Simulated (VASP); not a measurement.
HgTe (Coloradoite):

```xyz
2
Lattice="0.0000 3.2145 3.2145 3.2145 0.0000 3.2145 3.2145 3.2145 0.0000" Properties=species:S:1:pos:R:3 pbc="T T T"
Hg    0.0000    0.0000    0.0000
Te    4.8217    4.8217    4.8217
```

| Property | Result |
| --- | --- |
| Program | VASP 6.6.1 |
| Task | relaxation of cell and atoms |
| Functional | PBE |
| Potentials or basis | VASP PAW PBE potentials, release 54 (Hg, Te) |
| Cutoff | 580 eV |
| k mesh | 7 × 7 × 7 |
| Occupations | fermi-dirac, width 0.05 eV |
| Spin | no spin polarisation |

At the start: pressure 4.6 GPa; volume 33.22 Å³/atom.

Task: Where does the relaxation end?

Result: Over 3 steps the energy falls by 47.4 meV/atom and the volume is 36.83 Å³/atom (+10.9 %); space group F-43m (No. 216, to 0.05 Å).

The path:
```
step  energy change (eV)  largest force (eV/Å)  pressure (GPa)  volume (Å³)
   1              0.0000                0.0000            4.65        66.43
   2             -0.0867                0.0000           -1.03        76.14
   3             -0.0949                0.0000            0.02        73.65
```

Final structure:
```
Hg Te
1.0
     0.00000    3.32700    3.32700
     3.32700    0.00000    3.32700
     3.32700    3.32700    0.00000
Hg Te
1 1
Direct
  0.00000 0.00000 0.00000
  0.75000 0.75000 0.75000
```

Caveat: the volume moved by +11 % from the deposited cell, more than functionals usually miss.
